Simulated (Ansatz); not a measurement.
# Y in Ansatz: convergence with cutoff

Input of the first run (cutoff 80 eV); the others differ in this setting and in those tied to it:

The input input.yaml:

```yaml
crystal:
  lattice:
    - [0.0, 2.5519910612, 2.5519910612]
    - [2.5519910612, 0.0, 2.5519910612]
    - [2.5519910612, 2.5519910612, 0.0]
  atoms:
    - { symbol: "Y", position: [0.0, 0.0, 0.0] }
kpoints:
  mp_grid: { grid: [9, 9, 9] }
scf:
  occupations: { method: fermi_dirac, width: 0.05 }
hamiltonian:
  xc: pbe
  pseudopotentials: { kind: all_electron, lapw: { basis_error: 0.001 } }
output:
  forces: true
  stress: true
  eigenvalues: true
basis:
  ecutwfc: 80
```

Potentials or basis: all-electron LAPW, scalar-relativistic.

Run with:

```console
$ ansatz run input.yaml --threads 1 --pin off --max-ram 3072MiB --backend cpu --events-out ev --progress --plain --runs-dir out
```

This isn't the form of Y at room conditions, which is hcp.

Hardware: 1 thread of Intel(R) Xeon(R) Platinum 8375C CPU @ 2.90GHz (Ice Lake), with other jobs on the host.

| cutoff | energy less the tightest run, at zero smearing (meV/atom) | SCF cycles | CPU time (s) | peak memory (GiB) |
| --- | --- | --- | --- | --- |
| 80 eV | 3.30 | 7 | 1.8 | 0.24 |
| 110 eV | 0.30 | 7 | 1.8 | 0.24 |
| 140 eV | 0.00 | 7 | 2.3 | 0.25 |
| 180 eV | -0.01 | 7 | 2.7 | 0.26 |
| 230 eV | 0.00 | 7 | 3.6 | 0.3 |
| 290 eV | 0.00 | 7 | 4.5 | 0.32 |
| 360 eV | 0.00 | 7 | 6.9 | 0.37 |
| 450 eV | 0.00 | 7 | 9.9 | 0.46 |
| 560 eV | 0.00 | 7 | 13 | 0.6 |

Against the tightest run, the energy stays within 1 meV/atom from 110 eV on. The tightest run that finished is the yardstick and may itself not be fully converged.
